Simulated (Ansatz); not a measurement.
TiO2 (I4_1/amd): from strained cells to moduli

```yaml
crystal:
  lattice:
    - [-1.88489, 1.88489, 4.77588]
    - [1.88489, -1.88489, 4.77588]
    - [1.88489, 1.88489, -4.77588]
  atoms:
    - { symbol: Ti, position: [0.00000, 0.00000, 0.00000] }
    - { symbol: Ti, position: [0.75000, 0.25000, 0.50000] }
    - { symbol: O, position: [0.20753, 0.20753, 0.00000] }
    - { symbol: O, position: [0.95753, 0.45753, 0.50000] }
    - { symbol: O, position: [0.54247, 0.04247, 0.50000] }
    - { symbol: O, position: [0.79247, 0.79247, 0.00000] }
```

Conventional cell: a = 3.770 Å, b = 3.770 Å, c = 9.552 Å, α = 90.00°, β = 90.00°, γ = 90.00°. Ti (atom 1) has 6 O at 1.93 to 1.98 Å as nearest neighbours. O (atom 3) has 3 Ti at 1.93 to 1.98 Å as nearest neighbours.

Unless marked otherwise, the numbers come from PBEsol, all-electron LAPW in Ansatz 0.2.0, scalar-relativistic. k mesh 8×8×8, fixed occupations, basis error target 1 meV/atom. The cell was relaxed by PAW under this functional.

The cell is tetragonal and carries a residual pressure of -0.01 GPa at this level. Each strain component that symmetry leaves independent is applied at ±0.005, the ions relax wherever a strain frees them, and the stress (tension positive, GPa) is read. Shears are engineering strains, γ = 2ε.

```
strain    size      σxx      σyy      σzz      σyz     σxz      σxy
    xx  -0.005  -1.8064  -0.7816  -0.7641   0.0000  0.0000   0.0000
    xx  +0.005   1.7470   0.7789   0.7296   0.0000  0.0000   0.0000
    zz  -0.005  -0.7414  -0.7414  -0.9735   0.0000  0.0000   0.0000
    zz  +0.005   0.7519   0.7519   0.9700   0.0000  0.0000   0.0000
    yz  -0.005   0.0166   0.0093   0.0028  -0.2361  0.0000   0.0000
    yz  +0.005   0.0165   0.0093   0.0028   0.2361  0.0000   0.0000
    xy  -0.005   0.0101   0.0101   0.0016   0.0000  0.0000  -0.3034
    xy  +0.005   0.0101   0.0101   0.0016   0.0000  0.0000   0.3034
```

A central difference gives one constant, for example C11 ≈ (1.7470 − (-1.8064))/(0.01) = 355.3 GPa; the program then imposes the crystal's symmetry on the whole matrix.

(1) What are the independent elastic constants?

(2) Is the crystal stable against homogeneous strain?

(3) What moduli does a random aggregate of grains have?

(4) With the density of 3.908 g/cm³, how fast does sound travel, and what Debye temperature follows?

(5) How far do the constants move if PAW replaces LAPW in the same cell?

## Answers

(1) C11 = 355.3, C12 = 156.1, C13 = 149.3, C33 = 194.4, C44 = 47.2, C66 = 60.7 GPa.

(2) The least eigenvalue of the 6×6 matrix is 47.2 GPa, so yes.

(3) Voigt and Reuss bounds: B from 181.0 to 201.6 and G from 55.0 to 61.0 GPa; their means are B = 191.3 and G = 58.0 GPa. Then E = 9BG/(3B + G) = 158.1 GPa, ν = (3B − 2G)/(6B + 2G) = 0.362 and B/G = 3.30, on the ductile side of Pugh's 1.75 (a rule of thumb, made for metals; it doesn't predict ductility here).

(4) 

```csv
direction,slow (m/s),middle (m/s),fast (m/s)
x,3476,3941,9536
y,3476,3941,9536
z,3476,3476,7052
```

The mean of v⁻³ over directions and branches gives v_m = 4266 m/s and θ_D = (ħ/k_B) v_m (6π²n)^(1/3) = 566 K, n being atoms per volume. Young's modulus spans 107 to 233 GPa over directions, and the universal anisotropy index is 0.67.

(5) 

```csv
constant,LAPW (GPa),PAW (GPa),difference
C11,355.3,355.9,0.6
C12,156.1,155.9,-0.2
C13,149.3,149.6,0.3
C33,194.4,194.1,-0.3
C44,47.2,46.8,-0.4
C66,60.7,60.5,-0.2
```

Keep in mind: the frozen-core PAW files of the compared runs were fitted under PBE, their cores solved anew for this functional.
